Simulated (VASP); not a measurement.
# Ge (Cmcm) in VASP: further runs

One crystal, Ge, is run at these levels: PBE; tasks: single point.

All numbers are computed with VASP 6.6.1; they aren't measurements. Logs are shortened: lines on timing, memory, paths and dates and some standing lists are left out, and cuts for length are marked.

### 1 The structure

It takes space group Cmcm (No. 63, orthorhombic). Conventional cell: a = 2.976 Å, b = 5.189 Å, c = 4.728 Å, α = 90.00°, β = 90.00°, γ = 90.00°. Ge (site symmetry m2m) has 12 Ge at 2.92 to 2.99 Å as nearest neighbours.

This isn't the form of Ge at room conditions, which is diamond.

### 2 Single point, PBE

INCAR reads:

```
SYSTEM = Ge
PREC = Accurate
ENCUT = 450
EDIFF = 1E-5
ISMEAR = 0
SIGMA = 0.05
LREAL = .False.
LASPH = .True.
NELM = 100
ALGO = Normal
ISIF = 2
LWAVE = .False.
LCHARG = .False.
GGA = PE
ADDGRID = .False.
```

KPOINTS reads:

```
regular mesh
0
Gamma
  6 6 4
  0 0 0
```

POSCAR reads:

```
Ge
1.0
    1.4880529250     -2.5946896100      0.0000000000
    1.4880529250      2.5946896100      0.0000000000
    0.0000000000      0.0000000000      4.7275957900
Ge
2
Direct
    0.3334466300      0.6665533700      0.2500000000
    0.6665533700      0.3334466300      0.7500000000
```

Potentials or basis: VASP PAW PBE potentials, release 64 (Ge_d).

Started as:

```sh
> cat potpaw_PBE.64/Ge_d/POTCAR > POTCAR
> mpirun -np 1 vasp_std > vasp.out
```

OUTCAR:

```text
SYSTEM = Ge
   PREC = Accurate
   ENCUT = 450
   EDIFF = 1E-5
   ISMEAR = 0
   LREAL = .False.
   LASPH = .True.
   NELM = 100
   ISIF = 2
   GGA = PE

 Found     39 irreducible k-points:

 Following reciprocal coordinates:
            Coordinates               Weight
  0.000000  0.000000  0.000000      1.000000
  0.166667  0.000000  0.000000      4.000000
  0.333333  0.000000  0.000000      4.000000
  0.500000  0.000000  0.000000      2.000000
  0.166667  0.166667  0.000000      2.000000
  0.333333  0.166667  0.000000      4.000000
   k-points           NKPTS =     39   k-points in BZ     NKDIM =     39   number of bands    NBANDS=     18
   number of dos      NEDOS =    301   number of ions     NIONS =      2
   total plane-waves  NPLWV =  20736
   dimension x,y,z NGX =    24 NGY =   24 NGZ =   36
   dimension x,y,z NGXF=    48 NGYF=   48 NGZF=   72
   ions per type =               2
   NGX,Y,Z   is equivalent  to a cutoff of  13.34, 13.34, 12.66 a.u.
   NGXF,Y,Z  is equivalent  to a cutoff of  26.68, 26.68, 25.32 a.u.
 SYSTEM =  Ge
   PREC   = accura    normal or accurate (medium, high low for compatibility)
   ISTART =      0    job   : 0-new  1-cont  2-samecut
   ICHARG =      2    charge: 1-file 2-atom 10-const
   ISPIN  =      1    spin polarized calculation?
   LNONCOLLINEAR =      F non collinear calculations
   LSORBIT =      F    spin-orbit coupling
   LASPH  =      T    aspherical Exc in radial PAW
   ENCUT  =  450.0 eV  33.07 Ry    5.75 a.u.   5.17  5.17  8.18*2*pi/ulx,y,z
   NELM   =    100;   NELMIN=  2; NELMDL= -5     # of ELM steps
   EDIFF  = 0.1E-04   stopping-criterion for ELM
   LREAL  =      F    real-space projection
   EDIFFG = 0.1E-03   stopping-criterion for IOM
   NSW    =      0    number of steps for IOM
   IBRION =     -1    ionic relax: 0-MD 1-quasi-New 2-CG
   NFREE  =      0    steps in history (QN), initial steepest desc. (CG)
   ISIF   =      2    stress and relaxation
   ISYM   =      2    0-nonsym 1-usesym 2-fastsym
   POTIM  = 0.5000    time-step for ionic-motion
   TEBEG  =    0.0;   TEEND  =   0.0 temperature during run
   PSTRESS=    0.0 pullay stress
   NELECT =      28.0000    total number of electrons
   NUPDOWN=      -1.0000    fix difference up-down
   EMIN   =  10.00;   EMAX   =-10.00  energy-range for DOS
   EFERMI =   0.00;   METHOD = LEGACY
   ISMEAR =     0;   SIGMA  =   0.05  broadening in eV -4-tet -1-fermi 0-gaus
   EFERMI_NEDOS =   21; number of points for ismear=-14 and -15
   IALGO  =     38    algorithm
   IMIX   =      4    mixing-type and parameters
     AMIX     =   0.40;   BMIX     =  1.00
     AMIX_MAG =   1.60;   BMIX_MAG =  1.00
  volume/ion in A,a.u.               =      18.25       123.18
  Fermi-wavevector in a.u.,A,eV,Ry     =   1.498544  2.831837 30.553703  2.245634
  Thomas-Fermi vector in A             =   2.610289
   LORBIT       =      0    0 simple, 1 ext, 2 COOP (PROOUT), +10 PAW based schemes
   GGA     = PE    functional components
   LHFCALC =     F    Hartree Fock is set to
   AEXX    =    0.0000 exact exchange contribution
   IVDW    =     0    specifies the selected vdW correction
   LEPSILON=     F    determine dielectric tensor
   LRPA    =     F    only Hartree local field effects (RPA)
 non-spin polarized calculation
 Gauss-broadening in eV      SIGMA  =   0.05
  energy-cutoff  :      450.00
  volume of cell :       36.51
 maximum number of plane-waves:       808
 NGX is ok and might be reduce to    24
   NGX = 11   NGY = 11   NGZ = 17

 number of electron      28.0000012 magnetization

 Free energy of the ion-electron system (eV)
  ---------------------------------------------------
  ext. energy  EPLUGINS =         0.00000000
  ---------------------------------------------------
  free energy    TOTEN  =        -8.30568144 eV

  energy without entropy =       -8.30334756  energy(sigma->0) =       -8.30451450

 E-fermi :   7.3667     XC(G=0): -11.4687

 val. band max:        7.3606593110   @ k =   0.1667   0.1667   0.2500
 cond. band min:       7.3696884905   @ k =  -0.3333   0.1667   0.2500
 fundamental gap:      0.0090291795
 Fermi energy:         7.3666859452

 k-point     1 :       0.0000    0.0000    0.0000
  band No.  band energies     occupation
      1     -17.6171      2.00000
      2     -17.6138      2.00000
      3     -17.6101      2.00000
      4     -17.6051      2.00000
      5     -17.6044      2.00000
      6     -17.6014      2.00000
[... 10 lines left out ...]
     17      15.8695      0.00000
     18      17.1828      0.00000

 k-point     2 :       0.1667    0.0000    0.0000
  band No.  band energies     occupation
      1     -17.6336      2.00000
      2     -17.6109      2.00000
      3     -17.5968      2.00000
      4     -17.5957      2.00000
      5     -17.5932      2.00000
      6     -17.5905      2.00000
[... 10 lines left out ...]
     17      15.7721      0.00000
     18      16.0138      0.00000

 k-point     3 :       0.3333    0.0000    0.0000
  band No.  band energies     occupation
      1     -17.6615      2.00000
      2     -17.6214      2.00000
      3     -17.6127      2.00000
      4     -17.6118      2.00000
      5     -17.5705      2.00000
      6     -17.5508      2.00000
[... 10 lines left out ...]
     17      11.6431      0.00000
     18      14.2303      0.00000

 k-point     4 :       0.5000    0.0000    0.0000
  band No.  band energies     occupation
      1     -17.6741      2.00000
      2     -17.6355      2.00000
      3     -17.6192      2.00000
      4     -17.6164      2.00000
      5     -17.5609      2.00000
      6     -17.5578      2.00000
[... 10 lines left out ...]
     17       9.5012      0.00000
     18      13.4970      0.00000

 k-point     5 :       0.1667    0.1667    0.0000
  band No.  band energies     occupation
      1     -17.6286      2.00000
      2     -17.6261      2.00000
      3     -17.6189      2.00000
      4     -17.6035      2.00000
      5     -17.5805      2.00000
      6     -17.5687      2.00000
[... 10 lines left out ...]
     17      12.9622      0.00000
     18      13.3120      0.00000

 k-point     6 :       0.3333    0.1667    0.0000
  band No.  band energies     occupation
      1     -17.6454      2.00000
      2     -17.6433      2.00000
      3     -17.6053      2.00000
      4     -17.6036      2.00000
      5     -17.5672      2.00000
      6     -17.5631      2.00000
[... 10 lines left out ...]
     17       9.7705      0.00000
     18      11.4607      0.00000

 [... further k-points ...]

------------------------ aborting loop because EDIFF is reached ----------------------------------------

  FORCE on cell =-STRESS in cart. coord.  units (eV):
  Direction    XX          YY          ZZ          XY          YZ          ZX
  --------------------------------------------------------------------------------------
  -------------------------------------------------------------------------------------
  Total        0.2183502      0.1089710      1.5549647      0.0000000      0.0000000      0.0000000
  in kB        9.5827462      4.7824158     68.2428230      0.0000000      0.0000000      0.0000000
  external PRESSURE =      27.5359950 kB  Pullay stress =       0.0000000 kB

 VOLUME and BASIS-vectors are now :
 -----------------------------------------------------------------------------
  energy-cutoff  :      450.00
  volume of cell :       36.51
      direct lattice vectors                 reciprocal lattice vectors
     1.488052925 -2.594689610  0.000000000     0.336009554 -0.192701277  0.000000000
     1.488052925  2.594689610  0.000000000     0.336009554  0.192701277  0.000000000
     0.000000000  0.000000000  4.727595790     0.000000000  0.000000000  0.211524006

 POSITION                                       TOTAL-FORCE (eV/Angst)
 -----------------------------------------------------------------------------------
      1.48805      0.86431      1.18190         0.000000      0.003045     -0.000000
      1.48805     -0.86431      3.54570         0.000000     -0.003045      0.000000
 -----------------------------------------------------------------------------------
    total drift:                                0.000000     -0.000000      0.000000

  FREE ENERGIE OF THE ION-ELECTRON SYSTEM (eV)
  ---------------------------------------------------
  free  energy   TOTEN  =        -8.3056814379 eV

  energy  without entropy=       -8.3033475595  energy(sigma->0) =       -8.30451450
```

Wall time 7.2 s (1 thread of Intel Xeon 6975P-C (Granite Rapids), shared host); peak memory 0.15 GiB.

The run converged, but some of its settings lie outside the range that counts as converged, so its numbers aren't taken as properties of the crystal.

Results:

```yaml
Free_energy: -8.3057 eV
Pressure: 2.8 GPa
Largest_force: 0.003 eV/Å
Band_gap_on_the_k_mesh: none (metal or under the smearing width)
```

Caveat: the k mesh is coarse (spacing up to 0.41 Å⁻¹), so the values aren't converged.

### 3 Single point, PBE

INCAR is that of step 2.

KPOINTS is that of step 2.

POSCAR reads:

```
Ge
1.0
    1.4880529250     -2.5946896100      0.0000000000
    1.4880529250      2.5946896100      0.0000000000
    0.0000000000      0.0000000000      4.7275957900
Ge
2
Direct
    0.3592940000      0.6730280000      0.2256240000
    0.6679590000      0.3129580000      0.7530700000
```

Potentials or basis: VASP PAW PBE potentials, release 64 (Ge_d).

Started as:

```sh
> cat potpaw_PBE.64/Ge_d/POTCAR > POTCAR
> mpirun -np 1 vasp_std > vasp.out
```

It took 11 s on 1 thread of Intel Xeon 6975P-C (Granite Rapids), shared host; peak memory 0.16 GiB.

The run converged, but some of its settings lie outside the range that counts as converged, so its numbers aren't taken as properties of the crystal.

Results:

| Property | Result |
| --- | --- |
| Free energy | -8.2797 eV |
| Pressure | 4.1 GPa |
| Largest force | 0.356 eV/Å |
| Band gap on the k mesh | none (metal or under the smearing width) |

Caveat: the k mesh is coarse (spacing up to 0.41 Å⁻¹), so the values aren't converged.

### 4 Single point, PBE

Edit INCAR of step 3 so:

```diff
@@ -3,3 +3,3 @@
 ENCUT = 450
-EDIFF = 1E-5
+EDIFF = 1E-6
 ISMEAR = 0
@@ -14,2 +14,2 @@
 GGA = PE
-ADDGRID = .False.
+ADDGRID = .True.
```

KPOINTS is that of step 3.

POSCAR reads:

```
Ge
1.0
    1.4880529250     -2.5946896100      0.0000000000
    1.4880529250      2.5946896100      0.0000000000
    0.0000000000      0.0000000000      4.7275957900
Ge
2
Direct
    0.3334466300      0.6665533700      0.2500000000
    0.6665533700      0.3334466300      0.7500000000
```

Started as:

```sh
> cat potpaw_PBE.64/Ge_d/POTCAR > POTCAR
> mpirun -np 1 vasp_std > vasp.out
```

It took 9.6 s on 1 thread of Intel Xeon 6975P-C (Granite Rapids), shared host; peak memory 0.22 GiB.

The run converged, but some of its settings lie outside the range that counts as converged, so its numbers aren't taken as properties of the crystal.

What came out:

- Free energy: -8.3057 eV
- Pressure: 2.9 GPa
- Largest force: 0.003 eV/Å
- Band gap on the k mesh: none (metal or under the smearing width)

Caveat: the k mesh is coarse (spacing up to 0.41 Å⁻¹), so the values aren't converged.

### 5 Single point, PBE

INCAR is that of step 4.

KPOINTS is that of step 4.

POSCAR reads:

```
Ge
1.0
    1.4880529250     -2.5946896100      0.0000000000
    1.4880529250      2.5946896100      0.0000000000
    0.0000000000      0.0000000000      4.7275957900
Ge
2
Direct
    0.3592940000      0.6730280000      0.2256240000
    0.6679590000      0.3129580000      0.7530700000
```

Started as:

```sh
> cat potpaw_PBE.64/Ge_d/POTCAR > POTCAR
> mpirun -np 1 vasp_std > vasp.out
```

It took 14 s on 1 thread of Intel Xeon 6975P-C (Granite Rapids), shared host; peak memory 0.23 GiB.

The run converged, but some of its settings lie outside the range that counts as converged, so its numbers aren't taken as properties of the crystal.

What came out:

```
Free energy            : -8.2797 eV
Pressure               : 4.0 GPa
Largest force          : 0.356 eV/Å
Band gap on the k mesh : none (metal or under the smearing width)
```

Caveat: the k mesh is coarse (spacing up to 0.41 Å⁻¹), so the values aren't converged.

### 6 Single point, PBE

Edit INCAR of step 5 so:

```diff
@@ -7,3 +7,3 @@
 LREAL = .False.
-LASPH = .True.
+LASPH = .False.
 NELM = 100
@@ -14,2 +14,2 @@
 GGA = PE
-ADDGRID = .True.
+ADDGRID = .False.
```

KPOINTS is that of step 5.

POSCAR reads:

```
Ge
1.0
    1.4880529250     -2.5946896100      0.0000000000
    1.4880529250      2.5946896100      0.0000000000
    0.0000000000      0.0000000000      4.7275957900
Ge
2
Direct
    0.3334466300      0.6665533700      0.2500000000
    0.6665533700      0.3334466300      0.7500000000
```

Potentials or basis: VASP PAW PBE potentials, release 64 (Ge_d).

Started as:

```sh
> cat potpaw_PBE.64/Ge_d/POTCAR > POTCAR
> mpirun -np 1 vasp_std > vasp.out
```

Wall time 6 s (1 thread of Intel Xeon 6975P-C (Granite Rapids), shared host); peak memory 0.15 GiB.

The run converged, but some of its settings lie outside the range that counts as converged, so its numbers aren't taken as properties of the crystal.

What came out:

- Free energy: -8.3057 eV
- Pressure: 2.9 GPa
- Largest force: 0.003 eV/Å
- Band gap on the k mesh: none (metal or under the smearing width)

Caveat: the k mesh is coarse (spacing up to 0.41 Å⁻¹), so the values aren't converged.
